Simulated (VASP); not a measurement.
# GaSb (F-43m) in VASP: notebook, part 3 of 3

VASP 6.6.1. Earlier steps stand in the parts before.

## Step 4: Single point, RPBE+D3(BJ)

This run uses another cell than the first one, of 29.20 Å³/atom, 1.020 times its volume.

Input file INCAR:

```
SYSTEM = GaSb
PREC     = Accurate       ! precision mode
ENCUT    = 520            ! plane-wave cutoff, eV
EDIFF    = 1E-6           ! SCF threshold, eV
ISMEAR   = -1             ! smearing method
SIGMA    = 0.05           ! smearing width, eV
LREAL    = .False.        ! projectors in reciprocal space
LASPH    = .True.         ! aspherical terms in the spheres
NELM     = 80             ! most SCF steps
ALGO     = Normal         ! electronic algorithm
ISIF     = 2              ! what is computed and relaxed
LWAVE    = .False.        ! write WAVECAR
LCHARG   = .True.         ! write CHGCAR
GGA      = RP             ! functional
IVDW     = 12             ! dispersion correction
LELF     = .True.         ! ELF
LVHAR    = .True.       
NBANDS   = 16             ! bands
```

Input file KPOINTS:

```
Automatic mesh
0
Gamma
  8 8 8
  0 0 0
```

Input file POSCAR:

```
GaSb
1.0
    0.0000000000      3.0792588685      3.0792588685
    3.0792588685      0.0000000000      3.0792588685
    3.0792588685      3.0792588685      0.0000000000
Sb Ga
1 1
Direct
    0.7500000000      0.7500000000      0.7500000000
    0.0000000000      0.0000000000      0.0000000000
```

Potentials or basis: VASP PAW PBE potentials, release 64 (Sb, Ga_d).

Run with:

```console
> cat potpaw_PBE.64/Sb/POTCAR potpaw_PBE.64/Ga_d/POTCAR > POTCAR
> mpirun -np 1 vasp_std > vasp.out
```

OUTCAR:

```text
SYSTEM = GaSb
   PREC = Accurate
   ENCUT = 520
   EDIFF = 1E-6
   ISMEAR = -1
   LREAL = .False.
   LASPH = .True.
   NELM = 80
   ISIF = 2
   GGA = RP
   IVDW = 12
 IVDW          = 12

 ion  position               nearest neighbor table
   1  0.750  0.750  0.750-   2 2.67   2 2.67   2 2.67   2 2.67
   2  0.000  0.000  0.000-   1 2.67   1 2.67   1 2.67   1 2.67

  LATTYP: Found a face centered cubic cell.
 ALAT       =     6.1585177370

  Lattice vectors:

 A1 = (   0.0000000000,   3.0792588685,   3.0792588685)
 A2 = (   3.0792588685,   0.0000000000,   3.0792588685)
 A3 = (   3.0792588685,   3.0792588685,   0.0000000000)

Analysis of symmetry for initial positions (statically):
=====================================================================
 Subroutine PRICEL returns:
 Original cell was already a primitive cell.

 Routine SETGRP: Setting up the symmetry group for a
 face centered cubic supercell.

 Subroutine GETGRP returns: Found 24 space group operations
 (whereof 24 operations were pure point group operations)
 out of a pool of 48 trial point group operations.

The static configuration has the point symmetry T_d .

Analysis of symmetry for dynamics (positions and initial velocities):
=====================================================================
 Subroutine PRICEL returns:
 Original cell was already a primitive cell.

 Routine SETGRP: Setting up the symmetry group for a
 face centered cubic supercell.

 Subroutine GETGRP returns: Found 24 space group operations
 (whereof 24 operations were pure point group operations)
 out of a pool of 48 trial point group operations.

The dynamic configuration has the point symmetry T_d .

 Subroutine INISYM returns: Found 24 space group operations
 (whereof 24 operations are pure point group operations),
 and found     1 'primitive' translations

----------------------------------------------------------------------------------------

                                     Primitive cell

  volume of cell :      58.3941

  direct lattice vectors                    reciprocal lattice vectors
     0.000000000  3.079258869  3.079258869    -0.162376735  0.162376735  0.162376735
     3.079258869  0.000000000  3.079258869     0.162376735 -0.162376735  0.162376735
     3.079258869  3.079258869  0.000000000     0.162376735  0.162376735 -0.162376735

  length of vectors
     4.354729654  4.354729654  4.354729654     0.281244754  0.281244754  0.281244754

  position of ions in fractional coordinates (direct lattice)
     0.750000000  0.750000000  0.750000000
     0.000000000  0.000000000  0.000000000

  ion indices of the primitive-cell ions
   primitive index   ion index
                 1           1
                 2           2

----------------------------------------------------------------------------------------

 KPOINTS: Automatic mesh

Automatic generation of k-mesh.
 Grid dimensions read from file:
 generate k-points for:    8    8    8

 Generating k-lattice:

  Cartesian coordinates                     Fractional coordinates (reciprocal lattice)
    -0.020297092  0.020297092  0.020297092     0.125000000  0.000000000  0.000000000
     0.020297092 -0.020297092  0.020297092     0.000000000  0.125000000  0.000000000
     0.020297092  0.020297092 -0.020297092     0.000000000  0.000000000  0.125000000

  Length of vectors
     0.035155594  0.035155594  0.035155594

  Shift w.r.t. Gamma in fractional coordinates (k-lattice)
     0.000000000  0.000000000  0.000000000

 Subroutine IBZKPT returns following result:
 ===========================================

 Found     29 irreducible k-points:

 Following reciprocal coordinates:
            Coordinates               Weight
  0.000000  0.000000  0.000000      1.000000
  0.125000  0.000000  0.000000      8.000000
  0.250000  0.000000  0.000000      8.000000
  0.375000  0.000000  0.000000      8.000000
  0.500000  0.000000  0.000000      4.000000
  0.125000  0.125000  0.000000      6.000000
[... 16 lines left out ...]
  0.500000  0.250000  0.125000     48.000000
 -0.375000  0.250000  0.125000     24.000000
 [... further k-points ...]
   k-points           NKPTS =     29   k-points in BZ     NKDIM =     29   number of bands    NBANDS=     16
   number of dos      NEDOS =    301   number of ions     NIONS =      2
   total plane-waves  NPLWV =  32768
   dimension x,y,z NGX =    32 NGY =   32 NGZ =   32
   dimension x,y,z NGXF=    64 NGYF=   64 NGZF=   64
   ions per type =               1   1
   NGX,Y,Z   is equivalent  to a cutoff of  12.22, 12.22, 12.22 a.u.
   NGXF,Y,Z  is equivalent  to a cutoff of  24.43, 24.43, 24.43 a.u.
 SYSTEM =  GaSb
   PREC   = accura    normal or accurate (medium, high low for compatibility)
   ISTART =      0    job   : 0-new  1-cont  2-samecut
   ICHARG =      2    charge: 1-file 2-atom 10-const
   ISPIN  =      1    spin polarized calculation?
   LNONCOLLINEAR =      F non collinear calculations
   LSORBIT =      F    spin-orbit coupling
   LASPH  =      T    aspherical Exc in radial PAW
   ENCUT  =  520.0 eV  38.22 Ry    6.18 a.u.   8.10  8.10  8.10*2*pi/ulx,y,z
   NELM   =     80;   NELMIN=  2; NELMDL= -5     # of ELM steps
   EDIFF  = 0.1E-05   stopping-criterion for ELM
   LREAL  =      F    real-space projection
   EDIFFG = 0.1E-04   stopping-criterion for IOM
   NSW    =      0    number of steps for IOM
   IBRION =     -1    ionic relax: 0-MD 1-quasi-New 2-CG
   NFREE  =      0    steps in history (QN), initial steepest desc. (CG)
   ISIF   =      2    stress and relaxation
   ISYM   =      2    0-nonsym 1-usesym 2-fastsym
   POTIM  = 0.5000    time-step for ionic-motion
   TEBEG  =    0.0;   TEEND  =   0.0 temperature during run
   PSTRESS=    0.0 pullay stress
   NELECT =      18.0000    total number of electrons
   NUPDOWN=      -1.0000    fix difference up-down
   EMIN   =  10.00;   EMAX   =-10.00  energy-range for DOS
   EFERMI =   0.00;   METHOD = LEGACY
   ISMEAR =    -1;   SIGMA  =   0.05  broadening in eV -4-tet -1-fermi 0-gaus
   EFERMI_NEDOS =   21; number of points for ismear=-14 and -15
   IALGO  =     38    algorithm
   IMIX   =      4    mixing-type and parameters
     AMIX     =   0.40;   BMIX     =  1.00
     AMIX_MAG =   1.60;   BMIX_MAG =  1.00
  volume/ion in A,a.u.               =      29.20       197.03
  Fermi-wavevector in a.u.,A,eV,Ry     =   1.105884  2.089817 16.639637  1.222979
  Thomas-Fermi vector in A             =   2.242377
   LORBIT       =      0    0 simple, 1 ext, 2 COOP (PROOUT), +10 PAW based schemes
   GGA     = RP    functional components
   LHFCALC =     F    Hartree Fock is set to
   AEXX    =    0.0000 exact exchange contribution
   IVDW    =    12    specifies the selected vdW correction
   LEPSILON=     F    determine dielectric tensor
   LRPA    =     F    only Hartree local field effects (RPA)
 non-spin polarized calculation
  energy-cutoff  :      520.00
  volume of cell :       58.39
 maximum number of plane-waves:      1591
   NGX = 17   NGY = 17   NGZ = 17

 number of electron      17.9999997 magnetization

 Free energy of the ion-electron system (eV)
  ---------------------------------------------------
  ext. energy  EPLUGINS =         0.00000000
  ---------------------------------------------------
  free energy    TOTEN  =        -6.67550237 eV

  energy without entropy =       -6.67499852  energy(sigma->0) =       -6.67525044

 E-fermi :   4.8364     XC(G=0):  -8.8313

 val. band max:        4.7800202189   @ k =   0.0000   0.0000   0.0000
 cond. band min:       5.2241506618   @ k =   0.5000   0.0000   0.0000
 fundamental gap:      0.4441304429
 Fermi energy:         4.8363739202

 k-point     1 :       0.0000    0.0000    0.0000
  band No.  band energies     occupation
      1     -10.2196      2.00000
      2     -10.2196      2.00000
      3     -10.2196      2.00000
      4     -10.1731      2.00000
      5     -10.1731      2.00000
      6      -6.5263      2.00000
[... 8 lines left out ...]
     15      13.3060      0.00000
     16      13.3060      0.00000
[... 419 lines left out ...]
 k-point    24 :      -0.3750    0.2500    0.1250
  band No.  band energies     occupation
      1     -10.2494      2.00000
      2     -10.2068      2.00000
      3     -10.2040      2.00000
      4     -10.1759      2.00000
      5     -10.1729      2.00000
      6      -4.6145      2.00000
[... 8 lines left out ...]
     15      14.5118      0.00000
     16      14.9325      0.00000

 [... further k-points ...]

------------------------ aborting loop because EDIFF is reached ----------------------------------------

 Edisp (eV)   -2.90854

 E8    (eV) :    -1.9287

  FORCE on cell =-STRESS in cart. coord.  units (eV):
  Direction    XX          YY          ZZ          XY          YZ          ZX
  --------------------------------------------------------------------------------------
  -------------------------------------------------------------------------------------
  Total      -2.28258    -2.28258    -2.28258     0.00000     0.00000     0.00000
  in kB     -62.62800   -62.62800   -62.62800     0.00000     0.00000     0.00000
  external pressure =      -62.63 kB  Pullay stress =        0.00 kB

 VOLUME and BASIS-vectors are now :
 -----------------------------------------------------------------------------
  energy-cutoff  :      520.00
  volume of cell :       58.39
      direct lattice vectors                 reciprocal lattice vectors
     0.000000000  3.079258869  3.079258869    -0.162376735  0.162376735  0.162376735
     3.079258869  0.000000000  3.079258869     0.162376735 -0.162376735  0.162376735
     3.079258869  3.079258869  0.000000000     0.162376735  0.162376735 -0.162376735

 POSITION                                       TOTAL-FORCE (eV/Angst)
 -----------------------------------------------------------------------------------
      4.61889      4.61889      4.61889         0.000000      0.000000     -0.000000
      0.00000      0.00000      0.00000        -0.000000     -0.000000      0.000000
 -----------------------------------------------------------------------------------
    total drift:                               -0.000002     -0.000002     -0.000002

  FREE ENERGIE OF THE ION-ELECTRON SYSTEM (eV)
  ---------------------------------------------------
  free  energy   TOTEN  =        -9.5840427421 eV

  energy  without entropy=       -9.5835388891  energy(sigma->0) =       -9.58379082
```

Run time: 18 s. Hardware: 1 thread of Intel Xeon Platinum 8259CL at 2.50GHz (Skylake/Cascade Lake), shared host; peak memory 0.2 GiB.

What came out:

```
Free energy                : -9.5840 eV
Pressure                   : -6.3 GPa
Band gap on the k mesh     : zero (filled and empty bands touch)
Dispersion energy per atom : -1.454 eV
```

Caveat: the PAW data sets were made with another functional, which shifts forces and pressure a little; spin-orbit coupling is left out, which moves the levels of the heavy elements; pairwise dispersion overbinds metals, which lowers pressure and volume.

## Step 5: The runs side by side

| level | cell | gap on the mesh (eV) | pressure (GPa) |
| --- | --- | --- | --- |
| revPBE+D4 | a = 4.326 Å, angles 60.0°, 2 atoms | 0.11 | -0.6 |
| PBE exchange alone | a = 4.326 Å, angles 60.0°, 2 atoms | none | 10.5 |
| RPBE+D3(BJ) | a = 4.355 Å, angles 60.0°, 2 atoms | none | -6.3 |

Alike in all rows: task single point; potentials or basis VASP PAW PBE potentials, release 64 (Sb, Ga_d); no spin polarisation; k mesh 8 × 8 × 8; cutoff (eV) 520; smearing fermi-dirac 0.05 eV.

Caveats: spin-orbit coupling is left out, which moves the levels of the heavy elements; the PAW data sets were made with another functional, which shifts forces and pressure a little (some runs); pairwise dispersion overbinds metals, which lowers pressure and volume (some runs).

Absolute energies hang on the potentials; compare differences alone.

## Step 6: Against experiment

Step 2. Against the measured gap of GaSb, 0.811 eV (direct; 4.2 K; a printed reference work, data compilation), the calculated 0.11 eV is off by -0.70 eV. Spin-orbit coupling on Ga, Sb is left out. The value is that of revPBE+D4 on a finite k mesh, which can miss the band edges, without temperature or zero-point motion. Semilocal functionals fall short of measured gaps as a rule.
